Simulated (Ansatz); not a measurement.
**GaN, rock salt: band edges under a change of volume**

How fast do the gaps move when the cell is scaled evenly? The geometries come from the semilocal relaxation. The symmetry of the cell is held, so distortions that would lower it, which this phase may prefer, aren't tested.

Calculated with Ansatz 0.2.0, HSE06, PAW files of the set soft_1, cutoff 600 eV, Fermi–Dirac smearing 0.02 eV, k-mesh 8×8×8, no spin polarisation, no spin-orbit coupling.

Reference cell, relaxed at zero pressure with PBEsol (Fm-3m): a = 2.9841 Å, b = 2.9841 Å, c = 2.9841 Å, α = 60.00°, β = 60.00°, γ = 60.00°.

```csv
atom,x,y,z
Ga,0.0000,0.0000,0.0000
N,0.5000,0.5000,0.5000
```

Levels are read on the k-mesh and along lines from Γ to X = (0.5, 0, 0.5), L = (0.5, 0.5, 0.5), K = (0.375, 0.375, 0.75) and W = (0.5, 0.25, 0.75) in the reciprocal basis of this cell (the letters only name these points), and count from the highest filled level.

```csv
ln(V/V0),gap (eV),direct gap at Γ (eV),lowest empty at X (eV)
−0.0619,2.378,5.022,2.378
−0.0408,2.211,4.708,2.211
−0.0202,2.051,4.407,2.051
0.0000,1.896,4.118,1.896
0.0198,1.746,3.839,1.746
0.0583,1.462,3.314,1.462
```

**Question.** Fit the lowest empty level at X and give it at ln(V/V0) = 0.0392, a row left out above.

A straight line through the 6 rows: the means are −0.007467 for ln(V/V0) and 1.9573 for the level, Σ(Δx)² = 0.009361 and ΣΔxΔy = −0.07134, so the slope is −0.07134/0.009361 = −7.6216 and the intercept 1.9573 − (−7.6216)(−0.007467) = 1.9004.

The slope is the volume deformation potential of this gap, −7.62 eV, as a mean over the range. The line gives 1.602 eV. The run itself gives 1.601 eV, so the estimate misses by 0.001 eV; the fitted rows themselves lie up to 0.006 eV off the law.

The gap lies below the direct one at Γ in every row.

[Logs are printed without paths, hosts, clocks, repeated set-up lines and the standing remarks that a program may print on its own settings, such as how far it seeks lower states.]
